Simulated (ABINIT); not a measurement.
# WC (Qusongite) (P-6m2) in ABINIT: settings compared

Aim: see how the results for WC (Qusongite) move with the level of theory and the settings. Levels: revPBE, BP86, PBE. Tasks: band structure.

Everything below comes from runs of ABINIT 10.8.3 (patched build). Logs are shortened: lines on timing, memory, paths and dates and some standing lists are left out, and cuts for length are marked. The log counts tension as positive stress, the text compression.

### Step 1. The structure

It takes space group P-6m2 (No. 187, hexagonal). The conventional cell has a = 2.907 Å, b = 2.907 Å, c = 2.837 Å, α = 90.00°, β = 90.00°, γ = 120.00°. W (site symmetry -6m2) is surrounded by 6 C at 2.20 Å. C (site symmetry -6m2) is surrounded by 6 W at 2.20 Å.

### Step 2. Band structure, revPBE, spin-orbit coupling, no magnetisation

Input file run.abi:

```
# Datasets: ground state, then fixed potential
ndtset 2

# Pseudopotentials
pp_dirpath "./"
pseudos "W.GGA_PBE-JTH.xml, C.GGA_PBE-JTH.xml"

# Structure
acell 3*1.0 Angstrom
rprim
     2.9065000000     0.0000000000     0.0000000000
    -1.4532500000     2.5171028361     0.0000000000
     0.0000000000     0.0000000000     2.8366000000
ntypat 2
znucl 74 6
natom 2
typat 1 2
xred
     0.0000000000     0.0000000000     0.0000000000
     0.6666666667     0.3333333333     0.5000000000

# Plane-wave basis
ecut 517.016339 eV
pawecutdg 38.0

# Exchange and correlation
ixc 14

# Bands and occupations
occopt 3
tsmear 0.00183747

# Spin
nspinor 2
nspden 1
pawspnorb 1

# SCF cycle
nstep 100

# Output
iomode 3
prtwf 0
prteig 0
prtebands 0
enunit 1
prtden1 1

# Dataset 1
kptopt1 4
ngkpt1 10 10 9
nshiftk1 1
shiftk1 0.0 0.0 0.0
nband1 26
tolvrs1 1.0e-9

# Dataset 2: bands along G-M-K-G-A-L-H-A
iscf2 -2
getden2 1
nband2 38
nbdbuf2 8
tolwfr2 1.0e-11
kptopt2 -7
ndivsm2 6
prteig2 1
prtvol2 -3
kptbounds2
     0.0000000000     0.0000000000     0.0000000000
     0.5000000000     0.0000000000     0.0000000000
     0.3333333333     0.3333333333     0.0000000000
     0.0000000000     0.0000000000     0.0000000000
     0.0000000000     0.0000000000     0.5000000000
     0.5000000000     0.0000000000     0.5000000000
     0.3333333333     0.3333333333     0.5000000000
     0.0000000000     0.0000000000     0.5000000000
```

Potentials or basis: JTH PAW PBE v2.0.

Run with:

```
abinit run.abi > log 2>&1
```

run.abo:

```text
.Version 10.8.3 of ABINIT
 DATASET    1 : space group P3 1 2 (#149); Bravais hP (primitive hexag.)
================================================================================
 Values of the parameters that define the memory need for DATASET  1.
     intxc =       0    ionmov =       0      iscf =      17    lmnmax =      18
     lnmax =       6     mgfft =      24  mpssoang =       3    mqgrid =    3001
     natom =       2  nloc_mem =       2    nspden =       1   nspinor =       2
    nsppol =       1      nsym =       6    n1xccc =       1    ntypat =       2
    occopt =       3   xclevel =       2
       mpw =         569          nfft =       13824          nkpt =         158
 PAW method is used; the additional fine FFT grid is defined by:
   mgfftf=        32    nfftf =     30720
================================================================================
================================================================================

 DATASET    2 : space group P3 1 2 (#149); Bravais hP (primitive hexag.)
================================================================================
 Values of the parameters that define the memory need for DATASET  2.
     intxc =       0    ionmov =       0      iscf =      -2    lmnmax =      18
     lnmax =       6     mgfft =      24  mpssoang =       3    mqgrid =    3001
     natom =       2  nloc_mem =       2    nspden =       1   nspinor =       2
    nsppol =       1      nsym =       6    n1xccc =       1    ntypat =       2
    occopt =       3   xclevel =       2
       mpw =         574          nfft =       13824          nkpt =          66
 PAW method is used; the additional fine FFT grid is defined by:
   mgfftf=        32    nfftf =     30720
================================================================================
================================================================================

--------------------------------------------------------------------------------
------------- Echo of variables that govern the present computation ------------
--------------------------------------------------------------------------------
 -outvars: echo values of preprocessed input variables --------
            acell      1.8897261259E+00  1.8897261259E+00  1.8897261259E+00 Bohr
              amu      1.83850000E+02  1.20110000E+01
             ecut      1.90000000E+01 Hartree
           enunit           1
           getden1          0
           getden2          1
             iscf1         17
             iscf2         -2
              ixc          14
           jdtset        1    2
           kptopt1          4
           kptopt2         -7
         kptrlatt       10    0    0      0   10    0      0    0    9
          kptrlen1     4.82435742E+01
          kptrlen2     3.00000000E+01
            natom           2
            nband1         26
            nband2         38
           nbdbuf1          0
           nbdbuf2          8
           ndtset           2
           ndivsm1          0
           ndivsm2          6
            ngfft          24      24      24
          ngfftdg          32      32      30
             nkpt1        158
             nkpt2         66
          nspinor           2
            nstep         100
             nsym           6
           ntypat           2
           occopt           3
        pawcpxocc           2
        pawecutdg      3.80000000E+01 Hartree
        pawspnorb           1
         pawxcdev           0
        prtebands           0
           prteig1          0
           prteig2          1
[... 273 lines left out ...]

 getcut: wavevector=  0.0000  0.0000  0.0000  ngfft=  32  32  30
         ecut(hartree)=     38.000   => boxcut(ratio)=   2.01682
--------------------------------------------------------------------------------

================================================================================
 Non-SCF case, kpt    1 (  0.00000  0.00000  0.00000), residuals and eigenvalues=
  2.60E-12  8.40E-12  1.01E-12  8.34E-12  2.65E-12  5.79E-12  2.95E-12  7.18E-12
  5.36E-12  9.43E-12  2.47E-12  7.92E-12  1.99E-12  7.24E-12  2.51E-12  9.08E-12
  2.72E-12  7.87E-12  1.82E-12  4.99E-12  2.02E-12  9.69E-12  5.36E-12  7.03E-12
  1.97E-12  4.49E-12  3.75E-12  6.22E-12  7.41E-12  5.94E-12  5.82E-12  5.03E-11
  2.31E-11  9.57E-11  4.01E-07  1.30E-06  6.42E-08  2.19E-07
 -2.3527E+00 -2.3527E+00 -1.2481E+00 -1.2481E+00 -9.2358E-01 -9.2358E-01
 -9.2025E-01 -9.2025E-01 -1.6410E-01 -1.6410E-01  2.0957E-01  2.0957E-01
  2.4030E-01  2.4030E-01  2.5165E-01  2.5165E-01  3.7240E-01  3.7240E-01
  4.8028E-01  4.8028E-01  4.9476E-01  4.9476E-01  5.7394E-01  5.7394E-01
  5.7959E-01  5.7959E-01  6.0349E-01  6.0349E-01  8.9705E-01  8.9705E-01
[... 833 lines left out ...]
  1.2667E+00  1.2668E+00
 Non-SCF case, kpt   66 (  0.00000  0.00000  0.50000), residuals and eigenvalues=
  7.44E-12  6.94E-12  4.93E-12  4.54E-12  3.17E-12  6.13E-12  2.46E-12  3.09E-12
  2.50E-12  6.72E-12  1.19E-12  4.06E-12  1.50E-12  7.82E-12  1.90E-12  7.54E-12
  2.01E-12  4.63E-12  1.11E-12  2.18E-12  2.99E-12  3.46E-12  4.63E-12  8.93E-12
  6.64E-12  9.38E-12  1.62E-12  2.22E-12  1.72E-12  4.70E-12  2.02E-12  9.71E-12
  3.21E-09  7.20E-09  2.54E-08  4.95E-08  2.39E-08  1.61E-07
 -2.3512E+00 -2.3512E+00 -1.2531E+00 -1.2531E+00 -9.4535E-01 -9.4535E-01
 -9.1705E-01 -9.1705E-01 -1.4602E-02 -1.4602E-02  5.0533E-02  5.0533E-02
  2.9119E-01  2.9119E-01  2.9621E-01  2.9621E-01  3.3756E-01  3.3756E-01
  3.5845E-01  3.5845E-01  5.0106E-01  5.0106E-01  5.3545E-01  5.3545E-01
  5.3895E-01  5.3895E-01  7.3775E-01  7.3775E-01  8.0287E-01  8.0287E-01
  1.0123E+00  1.0123E+00  1.2290E+00  1.2290E+00  1.2598E+00  1.2598E+00
  1.2672E+00  1.2672E+00

--- !ResultsGS
iteration_state: {dtset: 2, }
comment   : Summary of ground state results
lattice_vectors:
- [  5.4924890,   0.0000000,   0.0000000, ]
- [ -2.7462445,   4.7566350,   0.0000000, ]
- [  0.0000000,   0.0000000,   5.3603971, ]
lattice_lengths: [   5.49249,    5.49249,    5.36040, ]
lattice_angles: [ 90.000,  90.000, 120.000, ] # degrees, (23, 13, 12)
lattice_volume:   1.4004448E+02
convergence: {deltae:  0.000E+00, res2:  0.000E+00, residm:  9.994E-12, diffor:  0.000E+00, }
etotal    :  -7.47252442E+01
entropy   :   0.00000000E+00
fermie    :   3.69977373E-01
cartesian_stress_tensor: null
pressure_GPa: null
xred      :
- [  0.0000E+00,   0.0000E+00,   0.0000E+00,  W]
- [  6.6667E-01,   3.3333E-01,   5.0000E-01,  C]
cartesian_forces: null
force_length_stats: {min: null, max: null, mean: null, }
...

 Integrated electronic density in atomic spheres:
 ------------------------------------------------
 Atom  Sphere_radius  Integrated_density
    1        2.41189         11.87360730
    2        1.50737          2.47861649

================================================================================

 ----iterations are completed or convergence reached----

 Mean square residual over all n,k,spin=   44.660E-13; max=  99.942E-13
 reduced coordinates (array xred) for    2 atoms
       0.000000000000      0.000000000000      0.000000000000
       0.666666666667      0.333333333333      0.500000000000

 cartesian coordinates (angstrom) at end:
    1      0.00000000000000     0.00000000000000     0.00000000000000
    2      1.45325000000000     0.83903427870000     1.41830000000000
 length scales=  1.889726125908  1.889726125908  1.889726125908 bohr
              =  1.000000000000  1.000000000000  1.000000000000 angstroms
 Eigenvalues (   eV  ) for nkpt=  66  k points:
 kpt#   1, nband= 38, wtk=  1.00000, kpt=  0.0000  0.0000  0.0000 (reduced coord)
 -64.02149  -64.02149  -33.96277  -33.96277  -25.13180  -25.13180  -25.04121  -25.04121
  -4.46527   -4.46527    5.70261    5.70261    6.53883    6.53883    6.84782    6.84782
  10.13347   10.13347   13.06898   13.06898   13.46312   13.46312   15.61767   15.61767
  15.77141   15.77141   16.42185   16.42185   24.41010   24.41010   26.62597   26.62597
  27.03567   27.03567   31.13290   31.13291   33.92641   33.93107
 kpt#   2, nband= 38, wtk=  1.00000, kpt=  0.0500  0.0000  0.0000 (reduced coord)
 -64.02007  -64.02007  -33.96723  -33.96723  -25.13554  -25.13554  -25.05743  -25.05743
  -4.39824   -4.39824    5.72910    5.72910    6.49979    6.49979    6.84850    6.84850
   9.92010    9.92010   13.14192   13.14192   13.59944   13.59944   15.49846   15.49846
  15.69998   15.69998   16.62992   16.62992   24.25601   24.25601   26.82225   26.82225
  27.27398   27.27398   30.64838   30.64838   34.06065   34.13945
 kpt#   3, nband= 38, wtk=  1.00000, kpt=  0.1000  0.0000  0.0000 (reduced coord)
 -64.01596  -64.01596  -33.98021  -33.98021  -25.15583  -25.15583  -25.09452  -25.09452
  -4.20154   -4.20154    5.73519    5.73519    6.35703    6.35703    6.97623    6.97623
   9.42275    9.42275   13.13966   13.13966   14.08018   14.08018   15.14635   15.14635
  15.55019   15.55019   17.18704   17.18704   23.97461   23.97461   27.26375   27.26375
[... 365 lines left out ...]
  15.07184   15.15828   20.58946   20.58990   22.42631   22.42899   27.39117   27.39190
  33.01556   33.04206   34.25879   34.27636   34.47189   34.47832
 kpt#  65, nband= 38, wtk=  1.00000, kpt=  0.0278  0.0278  0.5000 (reduced coord)
 -63.97946  -63.97946  -34.10112  -34.10109  -25.72586  -25.72581  -24.96854  -24.96838
  -0.42071   -0.42069    1.45555    1.45597    7.85744    7.86103    7.99617    8.00063
   9.14826    9.15551    9.74388    9.75178   13.71289   13.71681   14.58468   14.62113
  14.73999   14.78011   20.20956   20.20963   22.00093   22.00134   27.51172   27.51183
  33.35536   33.35899   34.26983   34.27135   34.46932   34.47075
 kpt#  66, nband= 38, wtk=  1.00000, kpt=  0.0000  0.0000  0.5000 (reduced coord)
 -63.98075  -63.98075  -34.09778  -34.09778  -25.72424  -25.72424  -24.95416  -24.95416
  -0.39735   -0.39735    1.37507    1.37507    7.92375    7.92375    8.06027    8.06027
   9.18541    9.18541    9.75387    9.75387   13.63447   13.63447   14.57045   14.57045
  14.66548   14.66548   20.07534   20.07534   21.84721   21.84721   27.54546   27.54546
  33.44364   33.44364   34.28136   34.28136   34.48326   34.48326

== END DATASET(S) ==============================================================
================================================================================

 -outvars: echo values of variables after computation  --------
            acell      1.8897261259E+00  1.8897261259E+00  1.8897261259E+00 Bohr
           etotal1    -7.4725244242E+01
            fcart1     4.9024135151E-29 -2.8304097626E-29 -0.0000000000E+00
                      -4.9024135151E-29  2.8304097626E-29 -0.0000000000E+00
            rprim      2.9065000000E+00  0.0000000000E+00  0.0000000000E+00
                      -1.4532500000E+00  2.5171028361E+00  0.0000000000E+00
                       0.0000000000E+00  0.0000000000E+00  2.8366000000E+00
           strten1    -3.4216883587E-04 -3.4216883589E-04 -3.4094373730E-04
                       0.0000000000E+00  0.0000000000E+00  0.0000000000E+00
           xangst      0.0000000000E+00  0.0000000000E+00  0.0000000000E+00
                       1.4532500000E+00  8.3903427870E-01  1.4183000000E+00
             xred      0.0000000000E+00  0.0000000000E+00  0.0000000000E+00
                       6.6666666667E-01  3.3333333333E-01  5.0000000000E-01
 Calculation completed.
```

Wall time 3.5 min (1 thread of Arm Neoverse V1, shared host); peak memory 0.18 GiB.

What came out:

```yaml
Free_energy: -2033.3775 eV
Pressure: 10.1 GPa
Band_gap_on_the_k_mesh: none (metal or under the smearing width)
Valence_electrons_inside_the_program's_atomic_spheres: W 11.87; C 2.48
```

Levels at the corners of the path, in eV from the Fermi level:
```
point  band 16  band 17  band 18  band 19  band 20  band 21
    Γ    -3.22     0.07     0.07     3.00     3.00     3.40
    M    -3.60    -0.48    -0.48     2.30     2.30     4.34
    K    -3.42     0.36     0.70     0.73     1.18     2.02
    Γ    -3.22     0.07     0.07     3.00     3.00     3.40
    A    -2.01    -0.88    -0.88    -0.31    -0.31     3.57
    L    -4.23     0.28     0.28     4.35     4.35     5.19
    H    -1.58    -0.73    -0.51     4.26     4.34     6.26
    A    -2.01    -0.88    -0.88    -0.31    -0.31     3.57
```

Caveat: the PAW data sets were made with another functional, which shifts forces and pressure a little.

[end of part 1 of 2]
